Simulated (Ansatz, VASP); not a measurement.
## TaN in VASP and in Ansatz

INCAR

```
ALGO     = Normal         # electronic algorithm
EDIFF    = 1E-6           # SCF threshold, eV
ENCUT    = 520            # plane-wave cutoff, eV
GGA      = PE             # functional
ISIF     = 2              # what is computed and relaxed
ISMEAR   = -1             # smearing method
LASPH    = True           # aspherical terms in the spheres
LCHARG   = False          # write CHGCAR
LREAL    = False          # projectors in reciprocal space
LWAVE    = False          # write WAVECAR
NBANDS   = 24             # bands
NELM     = 60             # most SCF steps
PREC     = Accurate       # precision mode
SIGMA    = 0.05           # smearing width, eV
```

File KPOINTS:

```
k-points
0
Gamma
  10 10 6
```

Contents of POSCAR:

```
TaN
1.0
    2.9877396299      0.0000000000      0.0000000000
   -1.4938698150      2.5874584211      0.0000000000
    0.0000000000      0.0000000000      4.8391568758
Ta N
2 2
Direct
    0.3333333333      0.6666666667      0.0000000000
    0.6666666667      0.3333333333      0.5000000000
    0.3333333333      0.6666666667      0.3850000000
    0.6666666667      0.3333333333      0.8850000000
```

File input.yaml:

```yaml
crystal:
  lattice:
    - [2.9877396299, 0.0, 0.0]
    - [-1.493869815, 2.5874584211, 0.0]
    - [0.0, 0.0, 4.8391568758]
  atoms:
    - { symbol: Ta, position: [0.3333333333, 0.6666666667, 0.0] }
    - { symbol: Ta, position: [0.6666666667, 0.3333333333, 0.5] }
    - { symbol: "N", position: [0.3333333333, 0.6666666667, 0.385] }
    - { symbol: "N", position: [0.6666666667, 0.3333333333, 0.885] }
hamiltonian:
  xc: pbe
  pseudopotentials: { kind: paw }
kpoints:
  mp_grid: { grid: [10, 10, 6] }
scf:
  occupations: { method: fermi_dirac, width: 0.05 }
output:
  forces: true
  stress: true
  eigenvalues: true
```

Alike in both runs: task single point; functional PBE; k mesh 10 × 10 × 6; occupations fermi-dirac, width 0.05 eV; no spin polarisation.

|  | VASP | Ansatz |
| --- | --- | --- |
| version | VASP 6.6.1 | Ansatz 0.2.0 |
| potentials or method | VASP PAW PBE potentials, release 64 (Ta_pv, N) | Ansatz PAW |
| plane-wave cutoff (eV) | 520 | 420 |
| valence electrons in the cell | 32 | 36 |

|  | VASP | Ansatz | Ansatz less VASP |
| --- | --- | --- | --- |
| gap on the k mesh at the Fermi level (eV) | none | none | - |
| rms of the force components (eV/Å) | 1.546 | 1.515 | -0.0309 |

Atom by atom the forces differ by 0.031 eV/Å (rms over components). A gap of «none» marks a metal or a gap that the smearing closes. The functional is the same, so the differences come from potentials, cutoffs and numerics. The two sets of potentials don't hold the same shells in valence.

Caveats: forces of over 1 eV/Å show positions far from the minimum, so gaps and moduli don't describe the material at rest. Spin-orbit coupling is left out, which matters for the levels of Ta.
